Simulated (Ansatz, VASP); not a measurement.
**Al: VASP beside Ansatz**

INCAR

```
SYSTEM = Al
PREC     = Accurate       ! precision mode
ENCUT    = 520            ! plane-wave cutoff, eV
EDIFF    = 1E-6           ! SCF threshold, eV
ISMEAR   = -1             ! smearing method
SIGMA    = 0.05           ! smearing width, eV
LREAL    = .False.        ! projectors in reciprocal space
LASPH    = .True.         ! aspherical terms in the spheres
NELM     = 80             ! most SCF steps
ALGO     = Normal         ! electronic algorithm
ISIF     = 2              ! what is computed and relaxed
LWAVE    = .False.        ! write WAVECAR
LCHARG   = .True.         ! write CHGCAR
GGA      = PS             ! functional
LELF     = .True.         ! ELF
LVHAR    = .True.       
NBANDS   = 8              ! bands
```

The input KPOINTS:

```
regular mesh
0
Gamma
  14 14 14
  0 0 0
```

The input POSCAR:

```
Al
1.0
    0.0404796000      2.0442198000      2.0442198000
    2.0442198000      0.0404796000      2.0442198000
    2.0442198000      2.0442198000      0.0404796000
Al
1
Direct
    0.0000000000      0.0000000000      0.0000000000
```

Input for Ansatz:

```yaml
crystal:
  lattice:
    - [0.0404796, 2.0442198, 2.0442198]
    - [2.0442198, 0.0404796, 2.0442198]
    - [2.0442198, 2.0442198, 0.0404796]
  atoms:
    - { symbol: Al, position: [0.0, 0.0, 0.0] }
kpoints:
  mp_grid: { grid: [14, 14, 14] }
  band_path:
    path:
      - [0.0, 0.0, 0.0]
      - [0.5, 0.5, 0.5]
      - [0.2451701269, 0.5, 0.7548298731]
      - [-0.2451701269, 0.2451701269, 0.5]
      - [0.0, 0.0, 0.5]
      - [0.0, 0.0, 0.0]
      - [-0.3725850634, 0.0, 0.3725850634]
      - [0.0, 0.3725850634, 0.6274149366]
      - [0.0, 0.5, 0.5]
    npoints: 5
scf:
  occupations: { method: fermi_dirac, width: 0.05 }
hamiltonian:
  xc: pbesol
  pseudopotentials: { kind: all_electron, lapw: { basis_error: 0.001 } }
output:
  forces: true
  stress: true
  eigenvalues: true
```

Change from the starting cell: equal xy, yz and zx shear strains of +2 %.

Alike in both runs: task single point; functional PBEsol; k mesh 14 × 14 × 14; occupations fermi-dirac, width 0.05 eV; no spin polarisation.

|  | VASP | Ansatz |
| --- | --- | --- |
| version | VASP 6.6.1 | Ansatz 0.2.0 |
| potentials or method | VASP PAW PBE potentials, release 64 (Al) | all-electron LAPW, scalar-relativistic |
| plane-wave cutoff (eV) | 520 | see its input |

```csv
,VASP,Ansatz,Ansatz less VASP
pressure (GPa),-1.9,-2.0,-0.04
largest component of the traceless stress (GPa),0.19,0.18,-0.007
```

Ansatz ran all-electron here, so the differences hold the error of VASP's frozen core and of both bases.

Caveats: the PAW data sets were made with another functional, which shifts forces and pressure a little (VASP).
